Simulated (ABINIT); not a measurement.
The system is Ti2C.

```
Ti C
1.0
     1.54070    0.88952    4.81377
    -1.54070    0.88952    4.81377
     0.00000   -1.77905    4.81377
Ti C
2 1
Direct
  0.75450 0.75450 0.75450
  0.24550 0.24550 0.24550
  0.50000 0.50000 0.50000
```

The cell comes from a database or a generator and needn't be the stable form of this composition.

| Property | Result |
| --- | --- |
| Program | ABINIT 10.8.3 (patched build) |
| Task | relaxation of cell and atoms |
| Functional | PBEsol |
| Potentials or basis | PseudoDojo NC SR PBEsol v0.4.1 standard |
| Cutoff | 1143 eV |
| k mesh | 8 × 8 × 8 |
| Occupations | fermi-dirac, width 0.05 eV |
| Spin | no spin polarisation |

At the start: pressure -4.5 GPa; volume 13.19 Å³/atom.

**Question.** Where does the relaxation end?

**Answer.** Over 9 steps the energy falls by 4.8 meV/atom and the volume is 12.84 Å³/atom (-2.7 %); space group R-3m (No. 166, to 0.05 Å).

The path:
```
step  energy change (eV)  largest force (eV/Å)  pressure (GPa)  volume (Å³)
   1              0.0000                0.1680           -4.53        39.58
   2             -0.0112                0.0162           -1.83        39.04
   3             -0.0134                0.1145           -0.06        38.68
   4             -0.0137                0.1003            0.02        38.64
   5             -0.0143                0.0109            0.05        38.52
   6             -0.0143                0.0025            0.00        38.52
   7             -0.0143                0.0068           -0.05        38.52
   8             -0.0144                0.0035           -0.03        38.51
   9             -0.0144                0.0004            0.00        38.51
```

Final structure:
```yaml
crystal:
  lattice:
    - [1.52681, 0.88151, 4.76891]
    - [-1.52681, 0.88151, 4.76891]
    - [0.00000, -1.76301, 4.76891]
  atoms:
    - { symbol: Ti, position: [0.75403, 0.75403, 0.75403] }
    - { symbol: Ti, position: [0.24597, 0.24597, 0.24597] }
    - { symbol: C, position: [0.50000, 0.50000, 0.50000] }
```
